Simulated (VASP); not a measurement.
## GaP: equation of state with r2SCAN

**The experiment to reproduce.**

“Phosphorous dimerization in GaP at high pressure”, 2017, arxiv:1709.06667 reports, for a bulk crystal of GaP: bulk modulus 87.5 ± 0.6 GPa.

Crystal: GaP.

```
CELL_PARAMETERS angstrom
0.00000 2.72525 2.72525
2.72525 0.00000 2.72525
2.72525 2.72525 0.00000
ATOMIC_POSITIONS crystal
Ga 0.00000 0.00000 0.00000
P 0.75000 0.75000 0.75000
```

| Item | Value |
| --- | --- |
| Program | VASP 6.6.1 |
| Task | equation of state |
| Functional | r2SCAN |
| Potentials or basis | VASP PAW PBE potentials, release 64 (Ga_d, P) |
| Cutoff | 520 eV |
| k mesh | 8 × 8 × 8 |
| Occupations | fermi-dirac, width 0.05 eV |
| Spin | no spin polarisation |

| Item | Value |
| --- | --- |
| Equilibrium volume | 20.24 Å³/atom |
| Bulk modulus | 88 GPa |
| Pressure derivative of the bulk modulus | 4.3 |

Energy against volume, from the lowest point:
| volume (Å³/atom) | energy (meV/atom) |
| --- | --- |
| 19.026 | 22.46 |
| 19.431 | 9.66 |
| 19.836 | 2.40 |
| 20.240 | 0.00 |
| 20.645 | 2.20 |
| 21.050 | 8.38 |
| 21.455 | 18.13 |

All runs of the series together: 6.4 min on 1 thread of AMD EPYC 9R14 (Zen 4), on a shared host.

Measured bulk modulus of GaP: 87.5 GPa (“Phosphorous dimerization in GaP at high pressure”, 2017, arxiv:1709.06667). This calculation gives 88 GPa (+0.9 %). The fit is for a static lattice scaled at fixed shape and fixed fractional positions.

Caveat: the PAW data sets were made with another functional, which shifts forces and pressure a little.
